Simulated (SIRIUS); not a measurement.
# ZnO (zincite) (P6_3mc) in SIRIUS: further runs

Aim: see how the results for ZnO (zincite) move with the level of theory and the settings. Levels: LDA, PBEsol, WC, AM05, PBE. Tasks: band structure.

All numbers are computed with SIRIUS 7.12.0; they aren't measurements. Logs are shortened: lines on timing, memory, paths and dates and some standing lists are left out, and cuts for length are marked. The log counts tension as positive stress, the text compression.

**Experimental background.**

“Electronic structure of alkaline earth and post-transition metal oxides”, 2009, arxiv:0908.1581 quotes, for a bulk crystal of ZnO: band gap 3.37 eV.

The results are compared with them further down.

## 1. The crystal as given

It takes space group P6_3mc (No. 186, hexagonal). The conventional cell has a = 3.249 Å, b = 3.249 Å, c = 5.206 Å, α = 90.00°, β = 90.00°, γ = 120.00°. Zn (site symmetry 3m) is surrounded by 4 O at 1.97 to 1.98 Å. O (site symmetry 3m) has 4 Zn at 1.97 to 1.98 Å as nearest neighbours.

## 2. Band structure, LDA

Input file sirius.json:

```json
{
  "control": {
    "processing_unit": "cpu",
    "std_evp_solver_name": "lapack",
    "gen_evp_solver_name": "lapack",
    "verbosity": 2,
    "print_forces": true,
    "ortho_rf": true,
    "use_second_variation": true,
    "rmt_max": 3.0,
    "num_bands_to_print": 24,
    "save_wf": true
  },
  "parameters": {
    "electronic_structure_method": "full_potential_lapwlo",
    "xc_functionals": ["XC_LDA_X", "XC_LDA_C_PW"],
    "core_relativity": "dirac",
    "valence_relativity": "iora",
    "num_fv_states": 35,
    "smearing": "fermi_dirac",
    "smearing_width": 0.0018374661,
    "pw_cutoff": 26,
    "gk_cutoff": 4.93,
    "lmax_apw": 12,
    "lmax_rho": 8,
    "lmax_pot": 8,
    "num_mag_dims": 0,
    "auto_rmt": 0,
    "ngridk": [6, 6, 3],
    "shiftk": [0, 0, 0],
    "num_dft_iter": 80,
    "energy_tol": 1e-07,
    "density_tol": 1e-05,
    "use_symmetry": true
  },
  "settings": {"tol_ne": 1e-10},
  "iterative_solver": {"type": "exact"},
  "mixer": {"type": "anderson", "beta": 0.5, "max_history": 8},
  "unit_cell": {
    "lattice_vectors": [[6.1403022146, 0.0, 0.0], [-3.0701511073, 5.3176577047, 0.0], [0.0, 0.0, 9.8373642945]],
    "atom_types": ["O", "Zn"],
    "atom_files": {"O": "O.json", "Zn": "Zn.json"},
    "atoms": {
      "O": [[0.3333333333, 0.6666666667, 0.87901], [0.6666666667, 0.3333333333, 0.37901]],
      "Zn": [[0.6666666667, 0.3333333333, 0.0], [0.3333333333, 0.6666666667, 0.5]]
    }
  }
}
```

Input file O.json:

```json
{
  "name": "oxygen",
  "symbol": "O",
  "number": 8,
  "mass": 15.9994,
  "rmin": 1e-06,
  "rmt": 1.46,
  "nrmt": 800,
  "rinf": 11.55,
  "core": "1s",
  "valence": [
    {"basis": [{"enu": -0.06, "dme": 0, "n": 0, "auto": 0}, {"enu": -0.06, "dme": 1, "n": 0, "auto": 0}]},
    {"l": 0, "n": 1, "basis": [{"enu": -0.1771, "dme": 0, "n": 0, "auto": 0}]},
    {"l": 1, "n": 2, "basis": [{"enu": 0.04, "dme": 0, "n": 0, "auto": 0}]},
    {"l": 2, "n": 3, "basis": [{"enu": 0.04, "dme": 0, "n": 0, "auto": 0}]},
    {"l": 3, "n": 4, "basis": [{"enu": 0.04, "dme": 0, "n": 0, "auto": 0}]}
  ],
  "lo": [
    {
      "l": 0,
      "basis": [{"enu": -0.1771, "dme": 0, "n": 0, "auto": 0}, {"enu": -0.1771, "dme": 1, "n": 0, "auto": 0}]
    },
    {
      "l": 0,
      "basis": [{"enu": -0.1771, "dme": 1, "n": 0, "auto": 0}, {"enu": -0.1771, "dme": 2, "n": 0, "auto": 0}]
    },
    {
      "l": 0,
      "basis": [{"enu": -0.1771, "dme": 0, "n": 0, "auto": 0}, {"enu": 5.4524, "dme": 0, "n": 0, "auto": 0}]
    },
    {"l": 1, "basis": [{"enu": 0.04, "dme": 0, "n": 0, "auto": 0}, {"enu": 0.04, "dme": 1, "n": 0, "auto": 0}]},
    {"l": 1, "basis": [{"enu": 0.04, "dme": 1, "n": 0, "auto": 0}, {"enu": 0.04, "dme": 2, "n": 0, "auto": 0}]},
    {"l": 1, "basis": [{"enu": 0.04, "dme": 0, "n": 0, "auto": 0}, {"enu": 6.514, "dme": 0, "n": 0, "auto": 0}]},
    {"l": 2, "basis": [{"enu": 0.04, "dme": 0, "n": 0, "auto": 0}, {"enu": 0.04, "dme": 1, "n": 0, "auto": 0}]},
    {"l": 2, "basis": [{"enu": 0.04, "dme": 1, "n": 0, "auto": 0}, {"enu": 0.04, "dme": 2, "n": 0, "auto": 0}]},
    {"l": 2, "basis": [{"enu": 0.04, "dme": 0, "n": 0, "auto": 0}, {"enu": 7.3584, "dme": 0, "n": 0, "auto": 0}]},
    {"l": 3, "basis": [{"enu": 0.04, "dme": 0, "n": 0, "auto": 0}, {"enu": 0.04, "dme": 1, "n": 0, "auto": 0}]}
  ],
  "free_atom": [... radial grid and density of the free atom, the start of the SCF ...]
}
```

Input file Zn.json:

```json
{
  "name": "zinc",
  "symbol": "Zn",
  "number": 30,
  "mass": 65.38,
  "rmin": 1e-06,
  "rmt": 2.2,
  "nrmt": 800,
  "rinf": 14.28,
  "core": "1s2s2p",
  "valence": [
    {"basis": [{"enu": -0.06, "dme": 0, "n": 0, "auto": 0}, {"enu": -0.06, "dme": 1, "n": 0, "auto": 0}]},
    {"l": 0, "n": 1, "basis": [{"enu": 0.04, "dme": 0, "n": 0, "auto": 0}]},
    {"l": 1, "n": 2, "basis": [{"enu": 0.04, "dme": 0, "n": 0, "auto": 0}]},
    {"l": 2, "n": 3, "basis": [{"enu": 0.012, "dme": 0, "n": 0, "auto": 0}]},
    {"l": 3, "n": 4, "basis": [{"enu": 0.04, "dme": 0, "n": 0, "auto": 0}]}
  ],
  "lo": [
    {"l": 0, "basis": [{"enu": 0.04, "dme": 0, "n": 0, "auto": 0}, {"enu": 0.04, "dme": 1, "n": 0, "auto": 0}]},
    {
      "l": 0,
      "basis": [{"enu": -4.4469, "dme": 0, "n": 3, "auto": 1}, {"enu": -4.4469, "dme": 1, "n": 3, "auto": 1}]
    },
    {
      "l": 0,
      "basis": [{"enu": -4.4469, "dme": 1, "n": 3, "auto": 1}, {"enu": 0.04, "dme": 0, "n": 0, "auto": 0}]
    },
    {"l": 0, "basis": [{"enu": 0.04, "dme": 0, "n": 0, "auto": 0}, {"enu": 3.3458, "dme": 0, "n": 0, "auto": 0}]},
    {"l": 1, "basis": [{"enu": 0.04, "dme": 0, "n": 0, "auto": 0}, {"enu": 0.04, "dme": 1, "n": 0, "auto": 0}]},
    {
      "l": 1,
      "basis": [{"enu": -2.7879, "dme": 0, "n": 3, "auto": 1}, {"enu": -2.7879, "dme": 1, "n": 3, "auto": 1}]
    },
    {
      "l": 1,
      "basis": [{"enu": -2.7879, "dme": 1, "n": 3, "auto": 1}, {"enu": 0.04, "dme": 0, "n": 0, "auto": 0}]
    },
    {"l": 1, "basis": [{"enu": 0.04, "dme": 0, "n": 0, "auto": 0}, {"enu": 3.8417, "dme": 0, "n": 0, "auto": 0}]},
    {"l": 2, "basis": [{"enu": 0.012, "dme": 0, "n": 0, "auto": 0}, {"enu": 0.012, "dme": 1, "n": 0, "auto": 0}]},
    {"l": 2, "basis": [{"enu": 0.012, "dme": 1, "n": 0, "auto": 0}, {"enu": 0.012, "dme": 2, "n": 0, "auto": 0}]},
    {
      "l": 2,
      "basis": [{"enu": 0.012, "dme": 0, "n": 0, "auto": 0}, {"enu": 3.2351, "dme": 0, "n": 0, "auto": 0}]
    },
    {"l": 3, "basis": [{"enu": 0.04, "dme": 0, "n": 0, "auto": 0}, {"enu": 0.04, "dme": 1, "n": 0, "auto": 0}]},
    {"l": 3, "basis": [{"enu": 0.04, "dme": 0, "n": 0, "auto": 0}, {"enu": 3.635, "dme": 0, "n": 0, "auto": 0}]}
  ],
  "free_atom": [... radial grid and density of the free atom, the start of the SCF ...]
}
```

Input file sirius_start.json:

```json
{
  "control": {
    "processing_unit": "cpu",
    "std_evp_solver_name": "lapack",
    "gen_evp_solver_name": "lapack",
    "verbosity": 1,
    "print_forces": false,
    "ortho_rf": true,
    "use_second_variation": true,
    "rmt_max": 3.0,
    "num_bands_to_print": 24,
    "save_wf": false
  },
  "parameters": {
    "electronic_structure_method": "full_potential_lapwlo",
    "xc_functionals": ["XC_LDA_X", "XC_LDA_C_PW"],
    "core_relativity": "dirac",
    "valence_relativity": "iora",
    "num_fv_states": 35,
    "smearing": "fermi_dirac",
    "smearing_width": 0.0055123983,
    "pw_cutoff": 26,
    "gk_cutoff": 3.95,
    "lmax_apw": 12,
    "lmax_rho": 8,
    "lmax_pot": 8,
    "num_mag_dims": 0,
    "auto_rmt": 0,
    "ngridk": [2, 2, 1],
    "shiftk": [0, 0, 0],
    "num_dft_iter": 30,
    "energy_tol": 0.01,
    "density_tol": 0.05,
    "use_symmetry": true
  },
  "settings": {"tol_ne": 1e-10},
  "iterative_solver": {"type": "exact"},
  "mixer": {"type": "anderson", "beta": 0.5, "max_history": 8},
  "unit_cell": {
    "lattice_vectors": [[6.1403022146, 0.0, 0.0], [-3.0701511073, 5.3176577047, 0.0], [0.0, 0.0, 9.8373642945]],
    "atom_types": ["O", "Zn"],
    "atom_files": {"O": "O.json", "Zn": "Zn.json"},
    "atoms": {
      "O": [[0.3333333333, 0.6666666667, 0.87901], [0.6666666667, 0.3333333333, 0.37901]],
      "Zn": [[0.6666666667, 0.3333333333, 0.0], [0.3333333333, 0.6666666667, 0.5]]
    }
  }
}
```

Input file sirius_bands.json:

```json
{
  "control": {
    "processing_unit": "cpu",
    "std_evp_solver_name": "lapack",
    "gen_evp_solver_name": "lapack",
    "verbosity": 2,
    "print_forces": true,
    "ortho_rf": true,
    "use_second_variation": true,
    "rmt_max": 3.0,
    "num_bands_to_print": 24,
    "save_wf": true
  },
  "parameters": {
    "electronic_structure_method": "full_potential_lapwlo",
    "xc_functionals": ["XC_LDA_X", "XC_LDA_C_PW"],
    "core_relativity": "dirac",
    "valence_relativity": "iora",
    "num_fv_states": 35,
    "smearing": "fermi_dirac",
    "smearing_width": 0.0018374661,
    "pw_cutoff": 26,
    "gk_cutoff": 4.93,
    "lmax_apw": 12,
    "lmax_rho": 8,
    "lmax_pot": 8,
    "num_mag_dims": 0,
    "auto_rmt": 0,
    "ngridk": [6, 6, 3],
    "shiftk": [0, 0, 0],
    "num_dft_iter": 80,
    "energy_tol": 1e-07,
    "density_tol": 1e-05,
    "use_symmetry": true
  },
  "settings": {"tol_ne": 1e-10},
  "iterative_solver": {"type": "exact"},
  "mixer": {"type": "anderson", "beta": 0.5, "max_history": 8},
  "unit_cell": {
    "lattice_vectors": [[6.1403022146, 0.0, 0.0], [-3.0701511073, 5.3176577047, 0.0], [0.0, 0.0, 9.8373642945]],
    "atom_types": ["O", "Zn"],
    "atom_files": {"O": "O.json", "Zn": "Zn.json"},
    "atoms": {
      "O": [[0.3333333333, 0.6666666667, 0.87901], [0.6666666667, 0.3333333333, 0.37901]],
      "Zn": [[0.6666666667, 0.3333333333, 0.0], [0.3333333333, 0.6666666667, 0.5]]
    }
  },
  "kpoints_rel": {
    "G": [0.0, 0.0, 0.0],
    "A": [0.0, 0.0, 0.5],
    "H": [0.3333333333, 0.3333333333, 0.5],
    "K": [0.3333333333, 0.3333333333, 0.0],
    "L": [0.5, 0.0, 0.5],
    "M": [0.5, 0.0, 0.0]
  },
  "kpoints_path": ["G", "M", "K", "G", "A", "L", "H", "A"]
}
```

Potentials or basis: all-electron FP-LAPW, apw+lo standard.

Command:

```console
$ OMP_NUM_THREADS=1 sirius.scf --input=sirius_start.json --output=start.json
$ OMP_NUM_THREADS=1 sirius.scf --input=sirius.json --output=output.json --task=1
$ OMP_NUM_THREADS=1 sirius.scf --input=sirius_bands.json --output=bands_out.json --task=2
```

Output:

```text
[info] SIRIUS version : 7.12.0
[info] number of MPI ranks           : 1
[info] MPI grid                      : 1 1
[info] maximum number of OMP threads : 1
[fft] FFT context for density and potential
[fft] =====================================
[fft]   plane wave cutoff                     : 26
[fft]   grid size                             : 54 54 90   total : 262440
[fft]   grid limits                           : -26 27   -26 27   -44 45
[fft]   number of G-vectors within the cutoff : 95361
[fft]   number of G-shells                    : 4626
[fft] FFT context for coarse grid
[fft] =====================================
[fft]   plane wave cutoff                     : 9.86
[fft]   grid size                             : 24 24 36   total : 20736
[fft]   grid limits                           : -11 12   -11 12   -17 18
[fft]   number of G-vectors within the cutoff : 5215
[fft]   number of G-shells                    : 318
[unit cell] lattice vectors
[unit cell]   a1 :       6.1403022146      0.0000000000      0.0000000000
[unit cell]   a2 :      -3.0701511073      5.3176577047      0.0000000000
[unit cell]   a3 :       0.0000000000      0.0000000000      9.8373642945
[unit cell] reciprocal lattice vectors
[unit cell]   b1 :       1.0232697166      0.5907850464     -0.0000000000
[unit cell]   b2 :       0.0000000000      1.1815700927      0.0000000000
[unit cell]   b3 :       0.0000000000     -0.0000000000      0.6387061736
[unit cell] unit cell volume :       321.20986862 [a.u.^3]
[unit cell] 1/sqrt(omega)    :         0.05579632
[unit cell] MT volume        :       115.27664579 (35.89%)
[unit cell] IT volume        :       205.93322284 (64.11%)
[unit cell] number of atom types : 2
[unit cell] type id : 0 symbol :  O mt_radius :   1.460000 num_atoms : 2
[unit cell] type id : 1 symbol : Zn mt_radius :   2.200000 num_atoms : 2
[unit cell] total number of atoms : 4
[unit cell] number of symmetry classes : 2
[unit cell] atom id  type id  class id             position                      vector_field
[unit cell] ------------------------------------------------------------------------------------------
[... 382 lines left out ...]
[find] Efermi                         :       0.14251537
[find] iteration : 8, RMS (target) : 6.2869e-07 (1.0000e-05) , energy difference (target) : -1.9266e-08 (1.0000e-07)
[find] converged after 9 SCF iterations!
Warning in function "check_num_electrons" at src/density/density.cpp:1179
wrong number of electrons
  obtained value : 76
  target value : 76
  difference : 1.09789e-05
  total core leakage : 1.31688e-06
    atom class : 0, core leakage : 6.58442e-07
    atom class : 1, core leakage : 5.30156e-14
[find] Charges and magnetic moments
[find] --------------------------------------------------------------------------------
[find] atom      charge    core leakage
[find] --------------------------------------------------------------------------------
[find]    0    6.668286    6.584420e-07
[find]    1    6.668286    6.584420e-07
[find]    2   28.638607    5.301560e-14
[find]    3   28.638607    5.301560e-14
[find] total core leakage    : 1.31688407e-06
[find] interstitial charge   : 5.386203
[find] total charge          : 75.999989
[find] Energy
[find] --------------------------------------------------------------------------------
[find] valence_eval_sum               :     -52.61446460
[find] core_eval_sum                  :   -2075.65294267
[find] kinetic energy                 :    3799.37209127
[find] enuc                           :   -4520.01805781
[find] <rho|V^{XC}>                   :    -203.95845269
[find] <rho|E^{XC}>                   :    -154.09733132
[find] <mag|B^{XC}>                   :       0.00000000
[find] <rho|V^{H}>                    :   -5723.68104585
[find] smearing (-TS)                 :      -0.00000054
[find] SCF correction                 :       0.00000284
[find] Total energy                   :   -3736.58381793 (Ha),   -7473.16763587 (Ry)
[find] Free energy (E-TS)             :   -3736.58381847 (Ha),   -7473.16763694 (Ry)
[find] band gap (eV)                  :       0.74597258
[find] Efermi                         :       0.14251537
[ground_state]
[ground_state] ==== total Forces in Ha/bohr =====
[ground_state] atom:    0, force:       0.0000000      0.0000000      0.0010359
[ground_state] atom:    1, force:       0.0000000      0.0000000      0.0010359
[ground_state] atom:    2, force:       0.0000000     -0.0000000     -0.0009657
[ground_state] atom:    3, force:       0.0000000      0.0000000     -0.0009657
[ground_state] ==== contribution from density =====
[ground_state] atom:    0, force:       0.0000000      0.0000000      0.0036582
[ground_state] atom:    1, force:       0.0000000     -0.0000000      0.0036582
[ground_state] atom:    2, force:       0.0000000     -0.0000000     -0.0486524
[ground_state] atom:    3, force:       0.0000000      0.0000000     -0.0486524
[ground_state] ==== contribution from Hartree potential =====
[ground_state] atom:    0, force:       0.0000000      0.0000000      0.0031498
[ground_state] atom:    1, force:       0.0000000     -0.0000000      0.0031498
[ground_state] atom:    2, force:       0.0000000     -0.0000000      0.0404685
[ground_state] atom:    3, force:       0.0000000      0.0000000      0.0404685
[ground_state] ==== contribution from IBS =====
[ground_state] atom:    0, force:       0.0000000      0.0000000     -0.0057721
[ground_state] atom:    1, force:       0.0000000      0.0000000     -0.0057721
[ground_state] atom:    2, force:       0.0000000      0.0000000      0.0072181
[ground_state] atom:    3, force:       0.0000000      0.0000000      0.0072181
```

It took 5.5 min on 1 thread of Arm Neoverse V1, shared host; peak memory 0.82 GiB.

Results:

- Free energy: -101677.6255 eV
- Largest force: 0.053 eV/Å
- Band gap on the k mesh: 0.75 eV, direct
- Band gap along the path: 0.75 eV, direct
- All electrons inside the program's atomic spheres: Zn 28.64; O 6.67 (radii O 1.46, Zn 2.2 bohr)

Forces on the atoms (eV/Å):
```
Zn   0.000  0.000 -0.050
Zn   0.000  0.000 -0.050
O    0.000  0.000  0.053
O    0.000  0.000  0.053
```

Levels at the corners of the path, in eV from the valence-band top:
```csv
point,band 24,band 25,band 26,band 27,band 28,band 29
Γ,-0.07,0.00,0.00,0.75,5.09,8.14
M,-2.30,-1.30,-0.83,5.68,6.72,7.48
K,-1.94,-1.94,-1.73,7.53,7.57,7.57
Γ,-0.07,0.00,0.00,0.75,5.09,8.14
A,-0.40,-0.40,-0.40,3.40,3.40,9.94
L,-1.52,-1.36,-1.36,5.60,5.60,8.30
H,-2.72,-1.23,-1.23,7.86,7.86,7.90
A,-0.40,-0.40,-0.40,3.40,3.40,9.94
```

## 3. Band structure, PBEsol

Edit sirius.json of step 2 so:

```diff
@@ -15,3 +15,3 @@
     "electronic_structure_method": "full_potential_lapwlo",
-    "xc_functionals": ["XC_LDA_X", "XC_LDA_C_PW"],
+    "xc_functionals": ["XC_GGA_X_PBE_SOL", "XC_GGA_C_PBE_SOL"],
     "core_relativity": "dirac",
```

O.json is that of step 2.

Zn.json is that of step 2.

sirius_start.json is that of step 2.

Edit sirius_bands.json of step 2 so:

```diff
@@ -15,3 +15,3 @@
     "electronic_structure_method": "full_potential_lapwlo",
-    "xc_functionals": ["XC_LDA_X", "XC_LDA_C_PW"],
+    "xc_functionals": ["XC_GGA_X_PBE_SOL", "XC_GGA_C_PBE_SOL"],
     "core_relativity": "dirac",
```

Potentials or basis: all-electron FP-LAPW, apw+lo standard.

Command:

```console
$ OMP_NUM_THREADS=1 sirius.scf --input=sirius_start.json --output=start.json
$ OMP_NUM_THREADS=1 sirius.scf --input=sirius.json --output=output.json --task=1
$ OMP_NUM_THREADS=1 sirius.scf --input=sirius_bands.json --output=bands_out.json --task=2
```

Wall time 5.3 min (1 thread of Arm Neoverse V1, shared host); peak memory 0.82 GiB.

It converged, with:

```yaml
Free_energy: -101757.7257 eV
Largest_force: 0.064 eV/Å
Band_gap_on_the_k_mesh: 0.72 eV, direct
Band_gap_along_the_path: 0.72 eV, direct
All_electrons_inside_the_program's_atomic_spheres: Zn 28.63; O 6.68 (radii O 1.46, Zn 2.2 bohr)
```

Forces on the atoms (eV/Å):
```
Zn   0.000  0.000 -0.064
Zn   0.000  0.000 -0.064
O    0.000  0.000  0.063
O    0.000  0.000  0.063
```

Levels at the corners of the path, in eV from the valence-band top:
```tsv
point	band 23	band 24	band 25	band 26	band 27	band 28	band 29	band 30
Γ	-0.81	-0.07	0.00	0.00	0.72	5.14	8.17	12.76
M	-2.85	-2.29	-1.30	-0.83	5.72	6.74	7.50	8.44
K	-3.53	-1.93	-1.93	-1.72	7.54	7.64	7.64	8.02
Γ	-0.81	-0.07	0.00	0.00	0.72	5.14	8.17	12.76
A	-0.40	-0.40	-0.40	-0.40	3.40	3.40	10.01	10.01
L	-1.51	-1.51	-1.36	-1.36	5.61	5.61	8.37	8.37
H	-2.71	-2.71	-1.23	-1.23	7.88	7.88	7.95	7.95
A	-0.40	-0.40	-0.40	-0.40	3.40	3.40	10.01	10.01
```

## 4. Band structure, WC

Edit sirius.json of step 3 so:

```diff
@@ -15,3 +15,3 @@
     "electronic_structure_method": "full_potential_lapwlo",
-    "xc_functionals": ["XC_GGA_X_PBE_SOL", "XC_GGA_C_PBE_SOL"],
+    "xc_functionals": ["XC_GGA_X_WC", "XC_GGA_C_PBE"],
     "core_relativity": "dirac",
```

O.json is that of step 3.

Zn.json is that of step 3.

sirius_start.json is that of step 3.

Edit sirius_bands.json of step 3 so:

```diff
@@ -15,3 +15,3 @@
     "electronic_structure_method": "full_potential_lapwlo",
-    "xc_functionals": ["XC_GGA_X_PBE_SOL", "XC_GGA_C_PBE_SOL"],
+    "xc_functionals": ["XC_GGA_X_WC", "XC_GGA_C_PBE"],
     "core_relativity": "dirac",
```

Command:

```console
$ OMP_NUM_THREADS=1 sirius.scf --input=sirius_start.json --output=start.json
$ OMP_NUM_THREADS=1 sirius.scf --input=sirius.json --output=output.json --task=1
$ OMP_NUM_THREADS=1 sirius.scf --input=sirius_bands.json --output=bands_out.json --task=2
```

Wall time 5.6 min (1 thread of Arm Neoverse V1, shared host); peak memory 0.82 GiB.

It converged, with:

- Free energy: -101816.5521 eV
- Largest force: 0.063 eV/Å
- Band gap on the k mesh: 0.71 eV, direct
- Band gap along the path: 0.71 eV, direct
- All electrons inside the program's atomic spheres: Zn 28.63; O 6.68 (radii O 1.46, Zn 2.2 bohr)

Forces in eV/Å, atoms in the order of the input:
```
Zn   0.000  0.000 -0.061
Zn   0.000  0.000 -0.061
O    0.000  0.000  0.063
O    0.000  0.000  0.063
```

Levels at the corners of the path, in eV from the valence-band top:
| point | band 24 | band 25 | band 26 | band 27 | band 28 | band 29 |
| --- | --- | --- | --- | --- | --- | --- |
| Γ | -0.07 | 0.00 | 0.00 | 0.71 | 5.13 | 8.15 |
| M | -2.29 | -1.29 | -0.83 | 5.71 | 6.73 | 7.50 |
| K | -1.93 | -1.93 | -1.72 | 7.55 | 7.62 | 7.62 |
| Γ | -0.07 | 0.00 | 0.00 | 0.71 | 5.13 | 8.15 |
| A | -0.40 | -0.40 | -0.40 | 3.39 | 3.39 | 10.01 |
| L | -1.51 | -1.36 | -1.36 | 5.61 | 5.61 | 8.35 |
| H | -2.70 | -1.23 | -1.23 | 7.87 | 7.87 | 7.94 |
| A | -0.40 | -0.40 | -0.40 | 3.39 | 3.39 | 10.01 |

[end of part 1 of 3]
